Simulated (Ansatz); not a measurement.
## V: equation of state with PBEsol

Crystal: V.

```
V
1.0
     2.60429    0.00000    0.00000
    -1.30215    2.25538    0.00000
     0.00000    0.00000    4.72334
V
2
Cartesian
  0.0000 1.5036 1.1808
  1.3021 0.7518 3.5425
```

This isn't the form of V at room conditions, which is bcc.

```yaml
Program: Ansatz 0.2.0
Task: equation of state
Functional: PBEsol
Potentials_or_basis: all-electron LAPW, scalar-relativistic
Basis_error_allowed: 0.0005 eV/atom
k_mesh: 12 × 12 × 6
Occupations: fermi-dirac, width 0.05 eV
Spin: collinear spin, ferromagnetic start
Starting_moments: "[2.0, 2.0] μB"
```

```yaml
Equilibrium_volume: 13.30 Å³/atom
Bulk_modulus_at_fixed_shape_and_positions: 188 GPa
Pressure_derivative_of_the_bulk_modulus: 3.9
```

Energy against volume, from the lowest point:
| volume (Å³/atom) | energy (meV/atom) |
| --- | --- |
| 13.039 | 3.17 |
| 13.317 | 0.00 |
| 13.594 | 3.59 |
| 13.872 | 13.27 |
| 14.149 | 28.47 |
| 14.427 | 48.63 |
| 14.704 | 73.27 |

All runs of the series together: 110 s on 2 threads of Arm Neoverse V2 (shared host).

Caveat: the cell was scaled at fixed shape and fractional positions, which overstates the stiffness of a crystal with free parameters, most of all of layers and chains; the starting moments weren't kept.
